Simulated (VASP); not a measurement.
# MgS (Fm-3m) in VASP: single point with PBE0

Aim: the single point of MgS with PBE0.

Everything below comes from runs of VASP 6.6.1. Logs are shortened: lines on timing, memory, paths and dates and some standing lists are left out, and cuts for length are marked.

## (1) The crystal as given

The structure is cubic, space group Fm-3m (No. 225). Conventional cell: a = 5.178 Å, b = 5.178 Å, c = 5.178 Å, α = 90.00°, β = 90.00°, γ = 90.00°. Mg (site symmetry m-3m) has 6 S at 2.59 Å as nearest neighbours. S (site symmetry m-3m) has 6 Mg at 2.59 Å as nearest neighbours.

The cell is a database's computed one.

## (2) Single point, PBE0

The input, POSCAR:

```
MgS
1.0
    0.0000000000      2.5891100000      2.5891100000
    2.5891100000      0.0000000000      2.5891100000
    2.5891100000      2.5891100000      0.0000000000
Mg S
1 1
Direct
    0.0000000000      0.0000000000      0.0000000000
    0.5000000000      0.5000000000      0.5000000000
```

The input, INCAR.step1:

```
PREC     = Accurate       # precision mode
ENCUT    = 520            # plane-wave cutoff, eV
EDIFF    = 1E-5           # SCF threshold, eV
ISMEAR   = 0              # smearing method
SIGMA    = 0.02           # smearing width, eV
LREAL    = F              # projectors in reciprocal space
LASPH    = T              # aspherical terms in the spheres
NELM     = 80             # most SCF steps
ALGO     = Normal         # electronic algorithm
ISIF     = 2              # what is computed and relaxed
LWAVE    = T              # write WAVECAR
LCHARG   = F              # write CHGCAR
NBANDS   = 11             # bands
GGA      = PE             # functional
```

The input, INCAR.step2:

```
PREC     = Accurate       # precision mode
ENCUT    = 520            # plane-wave cutoff, eV
EDIFF    = 1E-6           # SCF threshold, eV
ISMEAR   = 0              # smearing method
SIGMA    = 0.02           # smearing width, eV
LREAL    = F              # projectors in reciprocal space
LASPH    = T              # aspherical terms in the spheres
NELM     = 80             # most SCF steps
ALGO     = Normal         # electronic algorithm
ISIF     = 2              # what is computed and relaxed
LWAVE    = F              # write WAVECAR
LCHARG   = F              # write CHGCAR
GGA      = PE             # functional
LHFCALC  = T              # exact exchange
AEXX     = 0.25           # exact-exchange fraction
PRECFOCK = Fast         
NBANDS   = 11             # bands
ISTART   = 1
```

The input, KPOINTS:

```
regular mesh
0
Gamma
  6 6 6
```

Potentials or basis: VASP PAW PBE potentials, release 64 (Mg, S).

Started as:

```
> cat potpaw_PBE.64/Mg/POTCAR potpaw_PBE.64/S/POTCAR > POTCAR
> cp INCAR.step1 INCAR
> mpirun -np 1 vasp_std > vasp.out
> cp INCAR.step2 INCAR
> mpirun -np 1 vasp_std > vasp.out
```

OUTCAR:

```text
PREC = Accurate
   ENCUT = 520
   EDIFF = 1E-6
   ISMEAR = 0
   LREAL = F
   LASPH = T
   NELM = 80
   ISIF = 2
   GGA = PE
   LHFCALC = T
   AEXX = 0.25
   PRECFOCK = Fast
   ISTART = 1

 ion  position               nearest neighbor table
   1  0.000  0.000  0.000-   2 2.59   2 2.59   2 2.59   2 2.59   2 2.59   2 2.59
   2  0.500  0.500  0.500-   1 2.59   1 2.59   1 2.59   1 2.59   1 2.59   1 2.59

  LATTYP: Found a face centered cubic cell.
 ALAT       =     5.1782200000

  Lattice vectors:

 A1 = (   0.0000000000,   2.5891100000,   2.5891100000)
 A2 = (   2.5891100000,   0.0000000000,   2.5891100000)
 A3 = (   2.5891100000,   2.5891100000,   0.0000000000)

Analysis of symmetry for initial positions (statically):
=====================================================================
 Subroutine PRICEL returns:
 Original cell was already a primitive cell.

 Routine SETGRP: Setting up the symmetry group for a
 face centered cubic supercell.

 Subroutine GETGRP returns: Found 48 space group operations
 (whereof 48 operations were pure point group operations)
 out of a pool of 48 trial point group operations.

The static configuration has the point symmetry O_h .

Analysis of symmetry for dynamics (positions and initial velocities):
=====================================================================
 Subroutine PRICEL returns:
 Original cell was already a primitive cell.

 Routine SETGRP: Setting up the symmetry group for a
 face centered cubic supercell.

 Subroutine GETGRP returns: Found 48 space group operations
 (whereof 48 operations were pure point group operations)
 out of a pool of 48 trial point group operations.

The dynamic configuration has the point symmetry O_h .

 Subroutine INISYM returns: Found 48 space group operations
 (whereof 48 operations are pure point group operations),
 and found     1 'primitive' translations

----------------------------------------------------------------------------------------

                                     Primitive cell

  volume of cell :      34.7121

  direct lattice vectors                    reciprocal lattice vectors
     0.000000000  2.589110000  2.589110000    -0.193116554  0.193116554  0.193116554
     2.589110000  0.000000000  2.589110000     0.193116554 -0.193116554  0.193116554
     2.589110000  2.589110000  0.000000000     0.193116554  0.193116554 -0.193116554

  length of vectors
     3.661554476  3.661554476  3.661554476     0.334487683  0.334487683  0.334487683

  position of ions in fractional coordinates (direct lattice)
     0.000000000  0.000000000  0.000000000
     0.500000000  0.500000000  0.500000000

  ion indices of the primitive-cell ions
   primitive index   ion index
                 1           1
                 2           2

----------------------------------------------------------------------------------------

 KPOINTS: regular mesh

Automatic generation of k-mesh.
 Grid dimensions read from file:
 generate k-points for:    6    6    6

 Generating k-lattice:

  Cartesian coordinates                     Fractional coordinates (reciprocal lattice)
    -0.032186092  0.032186092  0.032186092     0.166666667  0.000000000  0.000000000
     0.032186092 -0.032186092  0.032186092     0.000000000  0.166666667  0.000000000
     0.032186092  0.032186092 -0.032186092     0.000000000  0.000000000  0.166666667

  Length of vectors
     0.055747947  0.055747947  0.055747947

  Shift w.r.t. Gamma in fractional coordinates (k-lattice)
     0.000000000  0.000000000  0.000000000

 Subroutine IBZKPT returns following result:
 ===========================================

 Found     16 irreducible k-points:

 Following reciprocal coordinates:
            Coordinates               Weight
  0.000000  0.000000  0.000000      1.000000
  0.166667  0.000000  0.000000      8.000000
  0.333333  0.000000  0.000000      8.000000
  0.500000  0.000000  0.000000      4.000000
  0.166667  0.166667  0.000000      6.000000
  0.333333  0.166667  0.000000     24.000000
[... 8 lines left out ...]
 -0.333333  0.333333  0.166667     24.000000
 -0.333333  0.500000  0.166667     12.000000
   k-points           NKPTS =     16   k-points in BZ     NKDIM =    216   number of bands    NBANDS=     11
   number of dos      NEDOS =    301   number of ions     NIONS =      2
   total plane-waves  NPLWV =  21952
   dimension x,y,z NGX =    28 NGY =   28 NGZ =   28
   dimension x,y,z NGXF=    56 NGYF=   56 NGZF=   56
   ions per type =               1   1
   NGX,Y,Z   is equivalent  to a cutoff of  12.71, 12.71, 12.71 a.u.
   NGXF,Y,Z  is equivalent  to a cutoff of  25.43, 25.43, 25.43 a.u.
 SYSTEM =  unknown system
   PREC   = accura    normal or accurate (medium, high low for compatibility)
   ISTART =      1    job   : 0-new  1-cont  2-samecut
   ICHARG =      0    charge: 1-file 2-atom 10-const
   ISPIN  =      1    spin polarized calculation?
   LNONCOLLINEAR =      F non collinear calculations
   LSORBIT =      F    spin-orbit coupling
   LASPH  =      T    aspherical Exc in radial PAW
   ENCUT  =  520.0 eV  38.22 Ry    6.18 a.u.   6.81  6.81  6.81*2*pi/ulx,y,z
   NELM   =     80;   NELMIN=  2; NELMDL=  0     # of ELM steps
   EDIFF  = 0.1E-05   stopping-criterion for ELM
   LREAL  =      F    real-space projection
   EDIFFG = 0.1E-04   stopping-criterion for IOM
   NSW    =      0    number of steps for IOM
   IBRION =     -1    ionic relax: 0-MD 1-quasi-New 2-CG
   NFREE  =      0    steps in history (QN), initial steepest desc. (CG)
   ISIF   =      2    stress and relaxation
   ISYM   =      3    0-nonsym 1-usesym 2-fastsym
   POTIM  = 0.5000    time-step for ionic-motion
   TEBEG  =    0.0;   TEEND  =   0.0 temperature during run
   PSTRESS=    0.0 pullay stress
   NELECT =       8.0000    total number of electrons
   NUPDOWN=      -1.0000    fix difference up-down
   EMIN   =  10.00;   EMAX   =-10.00  energy-range for DOS
   EFERMI =   0.00;   METHOD = LEGACY
   ISMEAR =     0;   SIGMA  =   0.02  broadening in eV -4-tet -1-fermi 0-gaus
   EFERMI_NEDOS =   21; number of points for ismear=-14 and -15
   IALGO  =     38    algorithm
   IMIX   =      1    mixing-type and parameters
     AMIX     =   0.40;   BMIX     =  1.00
     AMIX_MAG =   1.60;   BMIX_MAG =  1.00
  volume/ion in A,a.u.               =      17.36       117.12
  Fermi-wavevector in a.u.,A,eV,Ry     =   1.003716  1.896749 13.707142  1.007446
  Thomas-Fermi vector in A             =   2.136286
   LORBIT       =      0    0 simple, 1 ext, 2 COOP (PROOUT), +10 PAW based schemes
   GGA     = PE    functional components
   LHFCALC =     T    Hartree Fock is set to
   PRECFOCK=fast      Normal, Fast or Accurate (Low or Medium for compatibility)
   ENCUT4O =  -1.0   cutoff for four orbital integrals eV
   NKREDX  =     1    reduce k-point grid by
   NKREDY  =     1    reduce k-point grid by
   NKREDZ  =     1    reduce k-point grid by
   AEXX    =    0.2500 exact exchange contribution
   HFSCREEN=    0.0000 screening length (either q_TF or 0.3 A-1)
   HFSCREENC=   0.0000 screening length for correlation (either q_TF or 0.3 A-1)
   ENCUTFOCK=  -1.0 apply spherical cutoff to Coloumb kernel
   IVDW    =     0    specifies the selected vdW correction
   LEPSILON=     F    determine dielectric tensor
   LRPA    =     F    only Hartree local field effects (RPA)
 non-spin polarized calculation
 Gauss-broadening in eV      SIGMA  =   0.02
  energy-cutoff  :      520.00
  volume of cell :       34.71
 maximum number of plane-waves:       941
  NGX = 16; NGY = 16; NGZ = 16

 number of electron       7.9999999 magnetization

 Free energy of the ion-electron system (eV)
  ---------------------------------------------------
  ext. energy  EPLUGINS =         0.00000000
  ---------------------------------------------------
  free energy    TOTEN  =       -10.45114414 eV

  energy without entropy =      -10.45114414  energy(sigma->0) =      -10.45114414

 E-fermi :   2.9106     XC(G=0):  -7.6982

 val. band max:        2.8145771381   @ k =   0.0000   0.0000   0.0000
 cond. band min:       7.3405074980   @ k =   0.5000   0.5000   0.0000
 fundamental gap:      4.5259303599
 Fermi energy:         2.9106173553

 k-point     1 :       0.0000    0.0000    0.0000
  band No.  band energies     occupation
      1     -11.2915      2.00000
      2       2.8146      2.00000
      3       2.8146      2.00000
      4       2.8146      2.00000
      5       8.4538      0.00000
      6      12.6703      0.00000
      7      12.6703      0.00000
      8      12.6703      0.00000
      9      15.3021      0.00000
     10      15.3021      0.00000
     11      17.3235      0.00000

 k-point     2 :       0.1667    0.0000    0.0000
  band No.  band energies     occupation
      1     -10.9953      2.00000
      2       1.0467      2.00000
      3       2.6243      2.00000
      4       2.6243      2.00000
      5       9.5558      0.00000
      6      12.4165      0.00000
      7      12.9838      0.00000
      8      12.9838      0.00000
      9      14.5579      0.00000
     10      14.5579      0.00000
     11      17.5199      0.00000

 k-point     3 :       0.3333    0.0000    0.0000
  band No.  band energies     occupation
      1     -10.2776      2.00000
      2      -1.4615      2.00000
      3       2.2926      2.00000
      4       2.2926      2.00000
      5       9.3941      0.00000
      6      12.1020      0.00000
      7      12.1020      0.00000
      8      14.4863      0.00000
      9      16.5173      0.00000
     10      16.5173      0.00000
     11      16.5400      0.00000
[... 155 lines left out ...]
 k-point    15 :      -0.3333    0.3333    0.1667
  band No.  band energies     occupation
      1      -9.4703      2.00000
      2      -1.5739      2.00000
      3      -0.2273      2.00000
      4       1.0590      2.00000
      5      10.0438      0.00000
      6      11.4505      0.00000
      7      13.5696      0.00000
      8      13.8565      0.00000
      9      17.3050      0.00000
     10      19.1773      0.00000
     11      21.0287      0.00000

 k-point    16 :      -0.3333    0.5000    0.1667
  band No.  band energies     occupation
      1      -9.3524      2.00000
      2      -1.4090      2.00000
      3      -0.0794      2.00000
      4       0.3816      2.00000
      5       9.0799      0.00000
      6      10.8310      0.00000
      7      14.1399      0.00000
      8      14.7683      0.00000
      9      19.0966      0.00000
     10      20.3251      0.00000
     11      20.7957      0.00000

------------------------ aborting loop because EDIFF is reached ----------------------------------------

  FORCE on cell =-STRESS in cart. coord.  units (eV):
  Direction    XX          YY          ZZ          XY          YZ          ZX
  --------------------------------------------------------------------------------------
  -------------------------------------------------------------------------------------
  Total        0.0901291      0.0901291      0.0901291      0.0000000      0.0000000      0.0000000
  in kB        4.1600053      4.1600053      4.1600053      0.0000000      0.0000000      0.0000000
  external PRESSURE =       4.1600053 kB  Pullay stress =       0.0000000 kB

 VOLUME and BASIS-vectors are now :
 -----------------------------------------------------------------------------
  energy-cutoff  :      520.00
  volume of cell :       34.71
      direct lattice vectors                 reciprocal lattice vectors
     0.000000000  2.589110000  2.589110000    -0.193116554  0.193116554  0.193116554
     2.589110000  0.000000000  2.589110000     0.193116554 -0.193116554  0.193116554
     2.589110000  2.589110000  0.000000000     0.193116554  0.193116554 -0.193116554

 POSITION                                       TOTAL-FORCE (eV/Angst)
 -----------------------------------------------------------------------------------
      0.00000      0.00000      0.00000        -0.000000      0.000000      0.000000
      2.58911      2.58911      2.58911         0.000000     -0.000000     -0.000000
 -----------------------------------------------------------------------------------
    total drift:                                0.000000      0.000000      0.000000

  FREE ENERGIE OF THE ION-ELECTRON SYSTEM (eV)
  ---------------------------------------------------
  free  energy   TOTEN  =       -10.4511441436 eV

  energy  without entropy=      -10.4511441436  energy(sigma->0) =      -10.45114414
```

Run time: 2.2 min. Hardware: 1 thread of Intel Xeon Platinum 8559C (Emerald Rapids), shared host; peak memory 0.17 GiB.

Results:

```yaml
Free_energy: -10.4511 eV
Pressure: 0.4 GPa
Band_gap_on_the_k_mesh: 4.53 eV, indirect (least direct gap 5.64 eV)
```

Levels at points of the mesh, in eV from the valence-band top:
| k point | band 1 | band 2 | band 3 | band 4 | band 5 | band 6 | band 7 | band 8 |
| --- | --- | --- | --- | --- | --- | --- | --- | --- |
| (0.00, 0.00, 0.00) | -14.11 | 0.00 | 0.00 | 0.00 | 5.64 | 9.86 | 9.86 | 9.86 |
| (0.50, 0.00, 0.00) | -12.63 | -5.41 | -0.67 | -0.67 | 6.31 | 8.83 | 8.83 | 12.53 |
| (0.50, 0.50, 0.00) | -12.20 | -4.73 | -1.89 | -1.89 | 4.53 | 6.03 | 14.44 | 15.17 |

Caveat: the PAW data sets were made with another functional, which shifts forces and pressure a little. A k mesh can miss the band edges.
